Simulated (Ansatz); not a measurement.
Here is an Ansatz 0.2.0 calculation.

Contents of input.yaml:

```yaml
crystal:
  lattice:
    - [-1.66395, 1.66395, 1.66395]
    - [1.66395, -1.66395, 1.66395]
    - [1.66395, 1.66395, -1.66395]
  atoms:
    - { symbol: Nb, position: [0.0, 0.0, 0.0], spin: 0.5 }
hamiltonian:
  xc: { exchange: b88, correlation: pbe }
  pseudopotentials: { kind: paw, accuracy: stringent }
  dispersion: d4
magnetization:
  spin_polarized: true
kpoints:
  mp_grid: { grid: [11, 11, 11] }
scf:
  occupations: { method: methfessel_paxton, width: 0.15 }
  n_extra_bands: 14
output:
  eigenvalues: true
  wannier:
    kmesh: [6, 6, 6]
    projections: [{ site: 0, l: d }, { site: 0, l: s }]
    minimise: true
    write_xyz: true
    disentanglement: { window: [1.4, 33.4], frozen_window: [4.4, 17.9] }
  write_density: true
  write_potential: true
  elf: true
  volumetric_format: npy
```

File wannier.dn.win:

```
! ansatz wannier90 interface
! projections by site (counted from 0) and shell: 0 4D, 0 5S
! states of the run's bands (counted from 1): 1-13
num_bands = 13
num_wann  = 6
num_iter  = 2000
dis_win_min = 1.4
dis_win_max = 33.4
dis_froz_min = 4.4
dis_froz_max = 17.9
dis_num_iter = 10000
guiding_centres = true
write_xyz = true

begin unit_cell_cart
Ang
                 -1.66395                  1.66395                  1.66395
                  1.66395                 -1.66395                  1.66395
                  1.66395                  1.66395                 -1.66395
end unit_cell_cart

begin atoms_frac
Nb                       0.0                      0.0                      0.0
end atoms_frac

mp_grid = 6 6 6

begin kpoints
                      0.0                      0.0                      0.0
                      0.0                      0.0      0.16666666666666666
                      0.0                      0.0       0.3333333333333333
                      0.0                      0.0                      0.5
                      0.0                      0.0       0.6666666666666666
                      0.0                      0.0       0.8333333333333334
[... 208 lines left out ...]
       0.8333333333333334       0.8333333333333334       0.6666666666666666
       0.8333333333333334       0.8333333333333334       0.8333333333333334
end kpoints

fermi_energy = 17.40442729846833

begin projections
f=0.0,0.0,0.0: d
f=0.0,0.0,0.0: s
end projections
```

File wannier.dn_centres.xyz:

```xyz
7
Wannier centres, written by ansatz wannier90 interface
X          0.00000021       0.00000001      -0.03962650
X          0.14667141      -0.00000061       0.10449246
X         -0.11728811       0.00000071      -0.07987025
X         -0.14667165      -0.00000074       0.10449232
X          0.11728810       0.00000095      -0.07987037
X          0.00000003      -1.66395033       0.82257095
Nb         0.00000000       0.00000000       0.00000000
```

The input wannier.up.win:

```
! ansatz wannier90 interface
! projections by site (counted from 0) and shell: 0 4D, 0 5S
! states of the run's bands (counted from 1): 1-13
num_bands = 13
num_wann  = 6
num_iter  = 2000
dis_win_min = 1.4
dis_win_max = 33.4
dis_froz_min = 4.4
dis_froz_max = 17.9
dis_num_iter = 10000
guiding_centres = true
write_xyz = true

begin unit_cell_cart
Ang
                 -1.66395                  1.66395                  1.66395
                  1.66395                 -1.66395                  1.66395
                  1.66395                  1.66395                 -1.66395
end unit_cell_cart

begin atoms_frac
Nb                       0.0                      0.0                      0.0
end atoms_frac

mp_grid = 6 6 6

begin kpoints
                      0.0                      0.0                      0.0
                      0.0                      0.0      0.16666666666666666
                      0.0                      0.0       0.3333333333333333
                      0.0                      0.0                      0.5
                      0.0                      0.0       0.6666666666666666
                      0.0                      0.0       0.8333333333333334
[... 208 lines left out ...]
       0.8333333333333334       0.8333333333333334       0.6666666666666666
       0.8333333333333334       0.8333333333333334       0.8333333333333334
end kpoints

fermi_energy = 17.40442729846833

begin projections
f=0.0,0.0,0.0: d
f=0.0,0.0,0.0: s
end projections
```

wannier.up_centres.xyz

```xyz
7
Wannier centres, written by ansatz wannier90 interface
X          0.00000021       0.00000001      -0.03962650
X          0.14667144      -0.00000061       0.10449250
X         -0.11728815       0.00000071      -0.07987029
X         -0.14667168      -0.00000074       0.10449235
X          0.11728814       0.00000095      -0.07987040
X          0.00000003      -1.66395033       0.82257094
Nb         0.00000000       0.00000000       0.00000000
```

Potentials or basis: SSSP precision PAW.

Launch:

```sh
$ ansatz run input.yaml --threads 1 --pin off --max-ram 2560MiB --backend cpu --events-out ev --progress --plain --runs-dir out
```

What does it give for the band gap on the k mesh?

None (metal or under the smearing width).

Estimate the net moment.

0.00 μB per cell.

Estimate the absolute moment.

0.00 μB per cell.

Caveat: the dispersion damping was fitted for another functional or another form of the correction; the starting moments weren't kept; some levels weren't fully converged.
